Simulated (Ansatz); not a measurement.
A (001) slab of Mg (P6_3/mmc (No. 194)), 6 planes, outer planes Mg (top) and Mg (bottom), with 6 atoms (Mg6) in a surface cell of A = 8.917 Å², as cut from the bulk:

```
CELL_PARAMETERS angstrom
3.20885 0.00000 0.00000
-1.60442 2.77894 0.00000
0.00000 0.00000 27.86479
ATOMIC_POSITIONS crystal
Mg 0.66667 0.33333 0.26916
Mg 0.33333 0.66667 0.36149
Mg 0.66667 0.33333 0.45383
Mg 0.33333 0.66667 0.54617
Mg 0.66667 0.33333 0.63851
Mg 0.33333 0.66667 0.73084
```

Computed with DFT PBE, scalar-relativistic, plane waves, PAW (Ansatz). Cutoff 420 eV; k points 12×12×1 on the computed 6-atom cell (Γ-centred); Gaussian smearing, width 0.10 eV; no spin polarisation.

Against the same 6 atoms in the bulk, the slab as cut lies 0.648 eV higher and the relaxed slab 0.646 eV higher.

**Question.** Work out the surface energy before and after relaxation.

**Answer.** The slab has two faces, so γ = (E_slab − N·E_bulk)/(2A), the mean of both. As cut: 0.648/(2 × 8.917) = 0.0363 eV/Å², and 1 eV/Å² = 16.02 J/m², so γ = 0.58 J/m². Relaxed: 0.646/(2 × 8.917) = 0.0362 eV/Å² = 0.58 J/m². Relaxation recovers 0.3 % of the cost of cutting.

**Question.** What is the ideal work of this cut, per area?

**Answer.** Griffith's ideal work is 2γ: 1.16 J/m², whether the new faces relax or not. One thickness was run, 6 planes, so γ can still shift with it.